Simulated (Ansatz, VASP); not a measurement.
This is a calculation of BAs for VASP 6.6.1.

Contents of INCAR:

```
SYSTEM = BAs
  ALGO = Normal
  EDIFF = 1E-6
  ENCUT = 520
  GGA = PS
  ISIF = 2
  ISMEAR = -1
  ISPIN = 2
  LASPH = .TRUE.
  LCHARG = .TRUE.
  LELF = .TRUE.
  LORBIT = 11
  LREAL = .FALSE.
  LVHAR = .TRUE.
  LWAVE = .FALSE.
  MAGMOM = 0.5 0
  NBANDS = 15
  NELM = 150
  PREC = Accurate
  SIGMA = 0.15
```

Contents of KPOINTS:

```
k-points
0
G
  10 10 10
  0 0 0
```

The input POSCAR:

```
BAs
1.0
    0.0000000000      2.3562190158      2.3562190158
    2.3562190158      0.0000000000      2.3562190158
    2.3562190158      2.3562190158      0.0000000000
As B
1 1
Direct
    0.7500000000      0.7500000000      0.7500000000
    0.0000000000      0.0000000000      0.0000000000
```

Potentials or basis: VASP PAW PBE potentials, release 64 (As, B).

The run is started by

```sh
$ cat potpaw_PBE.64/As/POTCAR potpaw_PBE.64/B/POTCAR > POTCAR
$ mpirun -np 1 vasp_std > vasp.out
```

Q: Translate it to Ansatz 0.2.0. Potentials there: all-electron LAPW, inner shells corrected to Dirac's equation.

A: As run (the cutoff follows the program's own potentials):

input.yaml

```yaml
crystal:
  lattice:
    - [0.0, 2.3562190158, 2.3562190158]
    - [2.3562190158, 0.0, 2.3562190158]
    - [2.3562190158, 2.3562190158, 0.0]
  atoms:
    - { symbol: As, position: [0.75, 0.75, 0.75], spin: 0.5 }
    - { symbol: B, position: [0.0, 0.0, 0.0] }
kpoints:
  mp_grid: { grid: [10, 10, 10] }
scf:
  occupations: { method: fermi_dirac, width: 0.15 }
hamiltonian:
  xc: pbesol
  pseudopotentials:
    kind: all_electron
    lapw: { basis_error: 0.001 }
    dirac_shells: { As: ["3p"] }
magnetization:
  spin_polarized: true
output:
  forces: true
  stress: true
  eigenvalues: true
```

Potentials or basis: all-electron LAPW, inner shells corrected to Dirac's equation.

The run is started by

```console
$ ansatz run input.yaml --threads 1 --pin off --max-ram 2560MiB --backend cpu --events-out ev --progress --plain --runs-dir out
```

Both were run:

|  | VASP | Ansatz | Ansatz less VASP |
| --- | --- | --- | --- |
| gap on the k mesh at the Fermi level (eV) | 1.03 | 1.05 | +0.012 |
| least direct gap on the mesh (eV) | 3.29 | 3.30 | +0.006 |
| pressure (GPa) | 6.3 | 5.3 | -1.08 |
| net moment per atom (μB) | 0.00 | 0.00 | 0.000 |

Ansatz ran all-electron here, so the differences hold the error of VASP's frozen core and of both bases.

Caveats: the PAW data sets were made with another functional, which shifts forces and pressure a little (VASP); the starting moments weren't kept (Ansatz). A k mesh can miss the band edges.
